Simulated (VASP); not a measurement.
# CdS (Greenockite) (P6_3mc) in VASP: notebook

The runs below take CdS (Greenockite) through relaxation of cell and atoms, with PBE+D3(BJ).

Program: VASP 6.6.1. These are calculated values, not measurements. Logs are shortened: lines on timing, memory, paths and dates and some standing lists are left out, and cuts for length are marked.

**1. The structure**

It takes space group P6_3mc (No. 186, hexagonal). The conventional cell has a = 4.150 Å, b = 4.150 Å, c = 6.737 Å, α = 90.00°, β = 90.00°, γ = 120.00°. Around Cd (site symmetry 3m) lie 4 S at 2.53 to 2.54 Å. S (site symmetry 3m) is surrounded by 4 Cd at 2.53 to 2.54 Å.

**2. Relaxation of cell and atoms, PBE+D3(BJ)**

Contents of INCAR:

```
PREC = Accurate ; ENCUT = 600
EDIFF = 1E-6 ; ISMEAR = 0
SIGMA = 0.03 ; LREAL = False
LASPH = True ; NELM = 80
ALGO = Normal ; ISIF = 3
LWAVE = False ; LCHARG = False
GGA = PE ; IVDW = 12
IBRION = 2 ; NSW = 90
EDIFFG = -0.01
```

Contents of KPOINTS:

```
regular mesh
0
Gamma
  9 9 4
```

Contents of POSCAR:

```
CdS
1.0
    4.1500000000      0.0000000000      0.0000000000
   -2.0750000000      3.5940054257      0.0000000000
    0.0000000000      0.0000000000      6.7370000000
Cd S
2 2
Direct
    0.3333333333      0.6666666667      0.0000000000
    0.6666666667      0.3333333333      0.5000000000
    0.3333333333      0.6666666667      0.3750000000
    0.6666666667      0.3333333333      0.8750000000
```

Potentials or basis: VASP PAW PBE potentials, release 64 (Cd, S).

Launch:

```sh
$ cat potpaw_PBE.64/Cd/POTCAR potpaw_PBE.64/S/POTCAR > POTCAR
$ mpirun -np 1 vasp_std > vasp.out
```

OUTCAR:

```text
PREC = Accurate
   ENCUT = 600
   EDIFF = 1E-6
   ISMEAR = 0
   LREAL = False
   LASPH = True
   NELM = 80
   ISIF = 3
   GGA = PE
   IVDW = 12
   IBRION = 2
   NSW = 90
   EDIFFG = -0.01
 IVDW          = 12

 ion  position               nearest neighbor table
   1  0.333  0.667  0.000-   3 2.53   4 2.54   4 2.54   4 2.54
   2  0.667  0.333  0.500-   4 2.53   3 2.54   3 2.54   3 2.54
   3  0.333  0.667  0.375-   1 2.53   2 2.54   2 2.54   2 2.54
   4  0.667  0.333  0.875-   2 2.53   1 2.54   1 2.54   1 2.54

  LATTYP: Found a hexagonal cell.
 ALAT       =     4.1500000000
 C/A-ratio  =     1.6233734940

  Lattice vectors:

 A1 = (   4.1500000000,   0.0000000000,   0.0000000000)
 A2 = (  -2.0750000000,   3.5940054257,   0.0000000000)
 A3 = (   0.0000000000,   0.0000000000,   6.7370000000)

Analysis of symmetry for initial positions (statically):
=====================================================================
 Subroutine PRICEL returns:
 Original cell was already a primitive cell.

 Routine SETGRP: Setting up the symmetry group for a
 hexagonal supercell.

 Subroutine GETGRP returns: Found 12 space group operations
 (whereof  6 operations were pure point group operations)
 out of a pool of 24 trial point group operations.

The static configuration has the point symmetry C_3v.
 The point group associated with its full space group is C_6v.

Analysis of symmetry for dynamics (positions and initial velocities):
=====================================================================
 Subroutine PRICEL returns:
 Original cell was already a primitive cell.

 Routine SETGRP: Setting up the symmetry group for a
 hexagonal supercell.

 Subroutine GETGRP returns: Found 12 space group operations
 (whereof  6 operations were pure point group operations)
 out of a pool of 24 trial point group operations.

The dynamic configuration has the point symmetry C_3v.
 The point group associated with its full space group is C_6v.

 Subroutine INISYM returns: Found 12 space group operations
 (whereof  6 operations are pure point group operations),
 and found     1 'primitive' translations

----------------------------------------------------------------------------------------

                                     Primitive cell

  volume of cell :     100.4832

  direct lattice vectors                    reciprocal lattice vectors
     4.150000000  0.000000000  0.000000000     0.240963855  0.139120547  0.000000000
    -2.075000000  3.594005426  0.000000000     0.000000000  0.278241094  0.000000000
     0.000000000  0.000000000  6.737000000     0.000000000  0.000000000  0.148434021

  length of vectors
     4.150000000  4.150000000  6.737000000     0.278241094  0.278241094  0.148434021

  position of ions in fractional coordinates (direct lattice)
     0.333333333  0.666666667  0.000000000
     0.666666667  0.333333333  0.500000000
     0.333333333  0.666666667  0.375000000
     0.666666667  0.333333333  0.875000000

  ion indices of the primitive-cell ions
   primitive index   ion index
                 1           1
                 2           2
                 3           3
                 4           4

----------------------------------------------------------------------------------------

 KPOINTS: regular mesh

Automatic generation of k-mesh.
 Grid dimensions read from file:
 generate k-points for:    9    9    4

 Generating k-lattice:

  Cartesian coordinates                     Fractional coordinates (reciprocal lattice)
     0.026773762  0.015457839  0.000000000     0.111111111  0.000000000  0.000000000
     0.000000000  0.030915677  0.000000000     0.000000000  0.111111111  0.000000000
     0.000000000  0.000000000  0.037108505     0.000000000  0.000000000  0.250000000

  Length of vectors
     0.030915677  0.030915677  0.037108505

  Shift w.r.t. Gamma in fractional coordinates (k-lattice)
     0.000000000  0.000000000  0.000000000

 Subroutine IBZKPT returns following result:
 ===========================================

 Found     36 irreducible k-points:

 Following reciprocal coordinates:
            Coordinates               Weight
  0.000000  0.000000  0.000000      1.000000
  0.111111 -0.000000  0.000000      6.000000
  0.222222 -0.000000  0.000000      6.000000
  0.333333 -0.000000  0.000000      6.000000
  0.444444 -0.000000  0.000000      6.000000
  0.111111  0.111111  0.000000      6.000000
[... 16 lines left out ...]
  0.333333  0.222222  0.250000     24.000000
  0.333333  0.333333  0.250000      4.000000
 [... further k-points ...]
   k-points           NKPTS =     36   k-points in BZ     NKDIM =     36   number of bands    NBANDS=     22
   number of dos      NEDOS =    301   number of ions     NIONS =      4
   total plane-waves  NPLWV =  69984
   dimension x,y,z NGX =    36 NGY =   36 NGZ =   54
   dimension x,y,z NGXF=    72 NGYF=   72 NGZF=  108
   ions per type =               2   2
   NGX,Y,Z   is equivalent  to a cutoff of  14.42, 14.42, 13.33 a.u.
   NGXF,Y,Z  is equivalent  to a cutoff of  28.84, 28.84, 26.65 a.u.
 SYSTEM =  unknown system
   PREC   = accura    normal or accurate (medium, high low for compatibility)
   ISTART =      0    job   : 0-new  1-cont  2-samecut
   ICHARG =      2    charge: 1-file 2-atom 10-const
   ISPIN  =      1    spin polarized calculation?
   LNONCOLLINEAR =      F non collinear calculations
   LSORBIT =      F    spin-orbit coupling
   LASPH  =      T    aspherical Exc in radial PAW
   ENCUT  =  600.0 eV  44.10 Ry    6.64 a.u.   8.29  8.29 13.46*2*pi/ulx,y,z
   NELM   =     80;   NELMIN=  2; NELMDL= -5     # of ELM steps
   EDIFF  = 0.1E-05   stopping-criterion for ELM
   LREAL  =      F    real-space projection
   EDIFFG = -.1E-01   stopping-criterion for IOM
   NSW    =     90    number of steps for IOM
   IBRION =      2    ionic relax: 0-MD 1-quasi-New 2-CG
   NFREE  =      1    steps in history (QN), initial steepest desc. (CG)
   ISIF   =      3    stress and relaxation
   ISYM   =      2    0-nonsym 1-usesym 2-fastsym
   POTIM  = 0.5000    time-step for ionic-motion
   TEBEG  =    0.0;   TEEND  =   0.0 temperature during run
   PSTRESS=    0.0 pullay stress
   NELECT =      36.0000    total number of electrons
   NUPDOWN=      -1.0000    fix difference up-down
   EMIN   =  10.00;   EMAX   =-10.00  energy-range for DOS
   EFERMI =   0.00;   METHOD = LEGACY
   ISMEAR =     0;   SIGMA  =   0.03  broadening in eV -4-tet -1-fermi 0-gaus
   EFERMI_NEDOS =   21; number of points for ismear=-14 and -15
   IALGO  =     38    algorithm
   IMIX   =      4    mixing-type and parameters
     AMIX     =   0.40;   BMIX     =  1.00
     AMIX_MAG =   1.60;   BMIX_MAG =  1.00
  volume/ion in A,a.u.               =      25.12       169.52
  Fermi-wavevector in a.u.,A,eV,Ry     =   1.162727  2.197236 18.394190  1.351935
  Thomas-Fermi vector in A             =   2.299285
   LORBIT       =      0    0 simple, 1 ext, 2 COOP (PROOUT), +10 PAW based schemes
   GGA     = PE    functional components
   LHFCALC =     F    Hartree Fock is set to
   AEXX    =    0.0000 exact exchange contribution
   IVDW    =    12    specifies the selected vdW correction
   LEPSILON=     F    determine dielectric tensor
   LRPA    =     F    only Hartree local field effects (RPA)
 conjugate gradient relaxation of ions
 non-spin polarized calculation
 Gauss-broadening in eV      SIGMA  =   0.03
  energy-cutoff  :      600.00
  volume of cell :      100.48
 maximum number of plane-waves:      3378
 NGX is ok and might be reduce to    36
   NGX = 17   NGY = 17   NGZ = 27

--------------------------------------- Ionic step        1  -------------------------------------------

 number of electron      36.0000008 magnetization

 Free energy of the ion-electron system (eV)
  ---------------------------------------------------
  ext. energy  EPLUGINS =         0.00000000
  ---------------------------------------------------
  free energy    TOTEN  =       -12.26760563 eV

  energy without entropy =      -12.26760563  energy(sigma->0) =      -12.26760563

------------------------ aborting loop because EDIFF is reached ----------------------------------------

 Edisp (eV)   -1.20918

 E8    (eV) :    -0.4927

  FORCE on cell =-STRESS in cart. coord.  units (eV):
  Direction    XX          YY          ZZ          XY          YZ          ZX
  --------------------------------------------------------------------------------------
  -------------------------------------------------------------------------------------
  Total      -0.00718    -0.00718     0.42320     0.00000     0.00000     0.00000
  in kB      -0.11453    -0.11453     6.74787     0.00000     0.00000     0.00000
  external pressure =        2.17 kB  Pullay stress =        0.00 kB
[... 65 lines left out ...]
  energy  without entropy=      -13.4779887569  energy(sigma->0) =      -13.47798876

--------------------------------------- Ionic step        3  -------------------------------------------

 number of electron      36.0000007 magnetization

 Free energy of the ion-electron system (eV)
  ---------------------------------------------------
  ext. energy  EPLUGINS =         0.00000000
  ---------------------------------------------------
  free energy    TOTEN  =       -12.27438236 eV

  energy without entropy =      -12.27438236  energy(sigma->0) =      -12.27438236

 E-fermi :   1.3236     XC(G=0):  -9.0662

 val. band max:        1.1736210227   @ k =   0.0000   0.0000   0.0000
 cond. band min:       2.3589214925   @ k =   0.0000   0.0000   0.0000
 fundamental gap:      1.1853004698
 Fermi energy:         1.3235957345

 k-point     1 :       0.0000    0.0000    0.0000
  band No.  band energies     occupation
      1     -11.1011      2.00000
      2     -10.6853      2.00000
      3      -6.4813      2.00000
      4      -6.4712      2.00000
      5      -6.4712      2.00000
      6      -6.3895      2.00000
[... 574 lines left out ...]
      6      -6.1994      2.00000
[... 14 lines left out ...]
     21       6.2781      0.00000
     22       7.9235      0.00000

 [... further k-points ...]

------------------------ aborting loop because EDIFF is reached ----------------------------------------

 Edisp (eV)   -1.20366

 E8    (eV) :    -0.4904

  FORCE on cell =-STRESS in cart. coord.  units (eV):
  Direction    XX          YY          ZZ          XY          YZ          ZX
  --------------------------------------------------------------------------------------
  -------------------------------------------------------------------------------------
  Total      -0.01234    -0.01234    -0.01372     0.00000     0.00000     0.00000
  in kB      -0.19590    -0.19590    -0.21781     0.00000     0.00000     0.00000
  external pressure =       -0.20 kB  Pullay stress =        0.00 kB
[... 19 lines left out ...]
  FREE ENERGIE OF THE ION-ELECTRON SYSTEM (eV)
  ---------------------------------------------------
  free  energy   TOTEN  =       -13.4780383867 eV

  energy  without entropy=      -13.4780383867  energy(sigma->0) =      -13.47803839

 reached required accuracy - stopping structural energy minimisation
```

It took 1.8 min on 1 thread of AMD EPYC 9R45 (Zen 5), shared host; peak memory 0.28 GiB.

What came out:

| Quantity | Value |
| --- | --- |
| Free energy | -13.4780 eV |
| Relaxed volume | 25.22 Å³/atom |
| Relaxed cell | a = 4.150 Å, b = 4.150 Å, c = 6.766 Å, α = 90.00°, β = 90.00°, γ = 120.00° |
| Space group after relaxing (to 0.05 Å) | P6_3mc (No. 186) |
| Energy gained by relaxing | 0.3 meV/atom |
| Ionic steps | 3 |
| Pressure after relaxing | 0.0 GPa |
| Largest force after relaxing | 0.006 eV/Å |
| Band gap on the k mesh | 1.19 eV, direct |
| Dispersion energy per atom | -0.301 eV |

Forces in eV/Å, atoms in the order of the input:
```
Cd   0.000  0.000 -0.006
Cd   0.000  0.000 -0.006
S    0.000  0.000  0.006
S    0.000  0.000  0.006
```

Step by step:
```tsv
step	energy change (eV)	largest force (eV/Å)	pressure (GPa)	volume (Å³)
1	0.0000	0.0675	0.22	100.48
2	-0.0012	0.0063	-0.08	100.98
3	-0.0013	0.0056	-0.02	100.90
```

Final structure:
```xyz
4
Lattice="4.1497 0.0000 0.0000 -2.0749 3.5937 0.0000 0.0000 0.0000 6.7656" Properties=species:S:1:pos:R:3 pbc="T T T"
Cd    0.0000    2.3958    6.7629
Cd    2.0749    1.1979    3.3801
S     0.0000    2.3958    2.5398
S     2.0749    1.1979    5.9226
```

Levels at points of the mesh, in eV from the valence-band top:
```tsv
k point	band 15	band 16	band 17	band 18	band 19	band 20	band 21	band 22
(0.00, 0.00, 0.00)	-0.74	-0.05	0.00	0.00	1.19	2.80	6.49	6.49
(0.00, 0.00, 0.50)	-0.38	-0.38	-0.38	-0.38	2.83	2.83	6.17	6.17
```

Expect the measured gap to be larger: semilocal functionals such as PBE lack the derivative discontinuity. Zero-point motion and thermal expansion aren't in these numbers.

(Continued in part 2 of 2.)
